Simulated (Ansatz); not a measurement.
# ZnCu: squeezing one contact

The task here is to estimate one member of a computed series from the others.

Method: DFT PBE, with the methods named in each step, in Ansatz 0.2.0.

1 further run of the same task is left out (it didn't finish). Runs told in other sessions of the task aren't counted.

### The structure to begin with

It takes space group Pm-3m (No. 221, cubic). The conventional cell has a = 2.945 Å, b = 2.945 Å, c = 2.945 Å, α = 90.00°, β = 90.00°, γ = 90.00°. Zn (site symmetry m-3m) has 8 Cu at 2.55 Å in its first shell of neighbours. Cu (site symmetry m-3m) is surrounded by 8 Zn at 2.55 Å.

As a file:

```xyz
2
Lattice="2.9450 0.0000 0.0000 0.0000 2.9450 0.0000 0.0000 0.0000 2.9450" Properties=species:S:1:pos:R:3 pbc="T T T"
Zn    1.4725    1.4725    1.4725
Cu    0.0000    0.0000    0.0000
```

Atoms are numbered in the order of the input: Zn1, Cu2.

Set-up of the first run:

input.yaml reads:

```yaml
crystal:
  lattice:
    - [2.945, 0.0, 0.0]
    - [0.0, 2.945, 0.0]
    - [0.0, 0.0, 2.945]
  atoms:
    - { symbol: Zn, position: [0.5, 0.5, 0.5] }
    - { symbol: Cu, position: [0.0, 0.0, 0.0] }
kpoints:
  mp_grid: { grid: [10, 10, 10] }
scf:
  occupations: { method: fermi_dirac, width: 0.05 }
hamiltonian:
  xc: pbe
  pseudopotentials: { kind: paw }
output:
  forces: true
  stress: true
  eigenvalues: true
  populations: true
```

Launch:

```sh
ansatz run input.yaml --threads 1 --pin off --max-ram 2048MiB --backend cpu --events-out ev --progress --plain --runs-dir out
```

Among the steps run: Shortest bond scaled by 1, PAW; Shortest bond scaled by 1.1, PAW; Shortest bond scaled by 0.94, PAW; Shortest bond scaled by 0.7, PAW; Shortest bond scaled by 0.64, PAW; Shortest bond scaled by 0.64, PAW (level accurate).

One table of the session follows, with a row left open; its other results are not shown here.

| method | length (Å) | F from the given length (eV/cell) | force along the bond (eV/Å) | pressure (GPa) | largest force (eV/Å) |
| --- | --- | --- | --- | --- | --- |
| PAW | 1.632 | 5.817 | 24.798 | 89.42 | 24.798 |
| PAW | 1.785 | 2.982 | 13.379 | 52.87 | 13.379 |
| PAW | 2.397 | 0.058 | 0.779 | 3.69 | 0.779 |
| PAW | 2.550 | ? | ? | ? | ? |
| PAW | 2.805 | 0.170 | -1.437 | 6.17 | 1.437 |
| PAW (level accurate) | 1.632 | – | 25.344 | 91.29 | 25.344 |

**Question.** Estimate the row for PAW, 2.550.

**Answer.** F from the given length (eV/cell): 0.000; force along the bond (eV/Å): 0.000; pressure (GPa): 2.36; largest force (eV/Å): 0.000.
